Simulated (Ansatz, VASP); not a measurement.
# One calculation of Mg, two programs

```xyz
2
Lattice="3.2101 0.0000 0.0000 -1.6050 2.7800 0.0000 0.0000 0.0000 5.1379" Properties=species:S:1:pos:R:3 pbc="T T T"
Mg    0.0000    1.8533    1.2845
Mg    1.6050    0.9267    3.8534
```

Alike in both runs: task relaxation of cell and atoms; functional LDA; k mesh 15 × 15 × 8; occupations gaussian, width 0.1 eV; no spin polarisation.

```csv
,VASP,Ansatz
version,VASP 6.6.1,Ansatz 0.2.0
potentials or method,"VASP PAW LDA potentials, release 64 (Mg)","scalar-relativistic, plane waves, PAW"
plane-wave cutoff (eV),600,420
valence electrons in the cell,4,20
```

|  | VASP | Ansatz | Ansatz less VASP |
| --- | --- | --- | --- |
| gap on the k mesh at the Fermi level, each at its own relaxed structure (eV) | none | none | - |
| relaxed volume (Å³/atom) | 21.42 | 21.58 | +0.155 |
| relaxed cell length with the largest relative difference (Å) | 5.023 | 5.036 | +0.0133 |
| energy change over the relaxation (meV/atom) | -12 | -9 | +2.9 |

A gap of «none» marks a metal or a gap that the smearing closes. The two sets of potentials don't hold the same shells in valence.

LDA usually gives volumes a few per cent too small. Zero-point motion and thermal expansion aren't in these numbers.
